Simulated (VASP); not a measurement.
**BP in VASP 6.6.1, single-point calculation**

INCAR

```
PREC = Accurate
GGA = PS
LREAL = .FALSE.
NELM = 97
NSW = 0
LWAVE = .FALSE.
ISIF = 2
LCHARG = .FALSE.
IBRION = -1
NBANDS = 28
SIGMA = 0.02
EDIFF = 1E-7
ISMEAR = -1
LASPH = .TRUE.
ENCUT = 520
```

KPOINTS

```
KPOINTS created by Atomic Simulation Environment
0
Gamma
10 10 10
0 0 0
```

POSCAR

```
B  P
 1.0000000000000000
    -0.0000000000000000    2.1554244784631185    2.1554244784631185
     2.1554244784631185   -0.0000000000000000    2.1554244784631185
     2.1554244784631185    2.1554244784631185   -0.0000000000000000
 B   P
   1   1
Cartesian
 -0.0000000000000000  0.0000000000000000  0.0000000000000000
  2.1554244784631185  2.1554244784631185  2.1554244784631185
```

The recommended PBE PAW datasets give the neutral cell 8 valence electrons.

Command

```
mpirun -np 1 vasp_std
```

Predict the outcome of this run.

It converged. Results: gap between bands v and c on the k mesh -3.83 eV (bands overlap: a metal); least direct gap on the k mesh 0.52 eV; pressure -3.3 GPa. Band v is the last that the valence electrons fill when counted band by band, and c is the next.

OSZICAR

```
N       E                     dE             d eps       ncg     rms          rms(c)
DAV:   1     0.170553184229E+02    0.17055E+02   -0.34223E+03  2632   0.262E+02
DAV:   2    -0.113395311933E+02   -0.28395E+02   -0.27003E+02  3312   0.720E+01
DAV:   3    -0.119026556030E+02   -0.56312E+00   -0.55896E+00  3200   0.820E+00
DAV:   4    -0.119032987396E+02   -0.64314E-03   -0.64309E-03  3116   0.286E-01
DAV:   5    -0.119032991469E+02   -0.40733E-06   -0.40742E-06  3124   0.850E-03    0.616E+00
DAV:   6    -0.117085635635E+02    0.19474E+00   -0.51587E-01  3052   0.120E+00    0.317E+00
DAV:   7    -0.116988529753E+02    0.97106E-02   -0.31694E-02  3304   0.357E-01    0.132E+00
DAV:   8    -0.116977652340E+02    0.10877E-02   -0.12720E-03  2960   0.127E-01    0.453E-02
DAV:   9    -0.116977772176E+02   -0.11984E-04   -0.25605E-05  3272   0.161E-02    0.261E-02
DAV:  10    -0.116977775820E+02   -0.36442E-06   -0.18686E-06  3072   0.418E-03    0.360E-03
DAV:  11    -0.116977775999E+02   -0.17874E-07   -0.25689E-08  2296   0.561E-04
   1 F= -.11697778E+02 E0= -.11696683E+02  d E =-.218866E-02
```

For comparison, a separate PBEsol run of the intended cell, on usual settings and not on those above, gives a gap of -3.83 eV on its mesh and a pressure of -3.3 GPa.
